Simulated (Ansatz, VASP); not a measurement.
## SiO2: VASP beside Ansatz

Contents of INCAR:

```
  PREC = Accurate
  ENCUT = 520
  EDIFF = 1E-8
  ISMEAR = -1
  SIGMA = 0.03
  LREAL = False
  LASPH = True
  NELM = 60
  ALGO = Normal
  ISIF = 2
  LWAVE = False
  LCHARG = False
  GGA = PS
  LEFG = True
  NBANDS = 25
```

File KPOINTS:

```
Automatic mesh
0
Gamma
  6 6 9
```

Contents of POSCAR:

```
SiO2
1.0
    4.1801000000      0.0000000000      0.0000000000
    0.0000000000      4.1801000000      0.0000000000
    0.0000000000      0.0000000000      2.7211560000
Si O
2 4
Direct
    0.0000000000      0.0000000000      0.0000000000
    0.5000000000      0.5000000000      0.5000000000
    0.3067000000      0.3067000000      0.0000000000
    0.1933000000      0.8067000000      0.5000000000
    0.6933000000      0.6933000000      0.0000000000
    0.8067000000      0.1933000000      0.5000000000
```

Input for Ansatz:

```yaml
crystal:
  lattice:
    - [4.1801, 0.0, 0.0]
    - [0.0, 4.1801, 0.0]
    - [0.0, 0.0, 2.721156]
  atoms:
    - { symbol: Si, position: [0.0, 0.0, 0.0] }
    - { symbol: Si, position: [0.5, 0.5, 0.5] }
    - { symbol: O, position: [0.3067, 0.3067, 0.0] }
    - { symbol: O, position: [0.1933, 0.8067, 0.5] }
    - { symbol: O, position: [0.6933, 0.6933, 0.0] }
    - { symbol: O, position: [0.8067, 0.1933, 0.5] }
kpoints:
  mp_grid: { grid: [6, 6, 9] }
scf:
  occupations: { method: fermi_dirac, width: 0.03 }
hamiltonian:
  xc: pbesol
  pseudopotentials: { kind: paw }
output:
  forces: true
  stress: true
  eigenvalues: true
  efg: { contact_densities: true }
```

Change from the starting cell: zz strain of +2 %, PAW files.

Alike in both runs: task electric field gradients; functional PBEsol; k mesh 6 × 6 × 9; occupations fermi-dirac, width 0.03 eV; no spin polarisation.

|  | VASP | Ansatz |
| --- | --- | --- |
| version | VASP 6.6.1 | Ansatz 0.2.0 |
| potentials or method | VASP PAW PBE potentials, release 64 (Si, O) | PAW with Ansatz's default frozen-core files, scalar-relativistic |
| plane-wave cutoff (eV) | 520 | 420 |
| valence electrons in the cell | 32 | 32 |

Ansatz gave:

```
gap on the k mesh at the Fermi level (eV)                      : 5.14
pressure (GPa)                                                 : -3.3
largest component of the traceless stress (GPa)                : 6.31
rms of the force components (eV/Å)                             : 0.086
Vzz of the field gradient on the site that differs most (V/Å²) : -13.1
```

Problem. What did VASP give for the same quantities?

Solution. gap on the k mesh at the Fermi level (eV): 5.15; pressure (GPa): -2.6; largest component of the traceless stress (GPa): 5.79; rms of the force components (eV/Å): 0.099; Vzz of the field gradient on the site that differs most (V/Å²): -15.3.

Atom by atom the forces differ by 0.013 eV/Å (rms over components). The functional is the same, so the differences come from potentials, cutoffs and numerics.

Caveats: the PAW data sets were made with another functional, which shifts forces and pressure a little (VASP); an odd mesh through Γ misses points on the zone boundary, where band edges often lie.
